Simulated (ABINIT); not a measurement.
Crystal: CdTe.

```
Te Cd
1.0
     0.00000    3.20500    3.20500
     3.20500    0.00000    3.20500
     3.20500    3.20500    0.00000
Te Cd
1 1
Direct
  0.75000 0.75000 0.75000
  0.00000 0.00000 0.00000
```

Base run:

```yaml
Program: ABINIT 10.8.3 (patched build)
Functional: PBEsol
Potentials_or_basis: JTH PAW PBE v2.0
Cutoff: 463 eV
k_mesh: 7 × 7 × 7
Occupations: fermi-dirac, width 0.05 eV
Spin: no spin polarisation
```

Its results: band gap on the k mesh 0.76 eV, direct.

Question: The run is repeated on the same cell with these changes: functional from PBEsol to HCTH407. What comes out?

Answer: Band gap on the k mesh 1.17 eV, direct.

Caveats: spin-orbit coupling is left out, which moves the levels of the heavy elements.

